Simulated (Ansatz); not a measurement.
# Ag: the cost of one run

Computed with Ansatz 0.2.0 (DFT PBE, scalar-relativistic, unless a step's input says otherwise).

## (1) The system as given

It takes space group Fm-3m (No. 225, cubic). The conventional cell has a = 4.086 Å, b = 4.086 Å, c = 4.086 Å, α = 90.00°, β = 90.00°, γ = 90.00°. Ag (site symmetry m-3m) has 12 Ag at 2.89 Å as nearest neighbours.

Coordinates:

```cif
data_structure
_symmetry_space_group_name_H-M 'Fm-3m'
_symmetry_Int_Tables_number 225
_cell_length_a 4.0862
_cell_length_b 4.0862
_cell_length_c 4.0862
_cell_angle_alpha 90.000
_cell_angle_beta 90.000
_cell_angle_gamma 90.000
_cell_volume 68.23
loop_
_atom_site_label
_atom_site_type_symbol
_atom_site_symmetry_multiplicity
_atom_site_Wyckoff_symbol
_atom_site_fract_x
_atom_site_fract_y
_atom_site_fract_z
_atom_site_occupancy
Ag1 Ag 4 a 0.00000 0.00000 0.00000 1
```

The file gives the conventional cell by its symmetry; the runs use the cell typed in the input.

## (2) The deformed structure

Space group Fm-3m before, I4/mmm after.

## (3) All-electron LAPW

input.yaml reads:

```yaml
crystal:
  lattice:
    - [0.0, 2.0431, 2.063531]
    - [2.0431, 0.0, 2.063531]
    - [2.0431, 2.0431, 0.0]
  atoms:
    - { symbol: Ag, position: [0.0, 0.0, 0.0] }
kpoints:
  mp_grid: { grid: [15, 15, 15] }
  band_path:
    path:
      - [0.0, 0.0, 0.0]
      - [0.0, 0.5, 0.5]
      - [0.25, 0.75, 0.5]
      - [0.0, 0.5, 0.0]
      - [0.0, 0.0, 0.0]
      - [0.5, 0.5, 0.0]
      - [0.3725370062, 0.6274629938, 0.0]
      - [-0.3725370062, 0.3725370062, 0.0]
      - [0.0, 0.0, 0.0]
    npoints: 5
scf:
  occupations: { method: fermi_dirac, width: 0.05 }
hamiltonian:
  xc: pbe
  pseudopotentials: { kind: all_electron, lapw: { basis_error: 0.001 } }
output:
  forces: true
  stress: true
  eigenvalues: true
```

On the command line:

```
$ ansatz run input.yaml --threads 1 --pin off --max-ram 3072MiB --backend cpu --events-out ev --progress --plain --runs-dir out
```

Q: Estimate wall time and peak memory on 1 thread of Intel Xeon Platinum 8488C (Sapphire Rapids), shared host.

About 15 s, with a peak of 0.45 GiB.
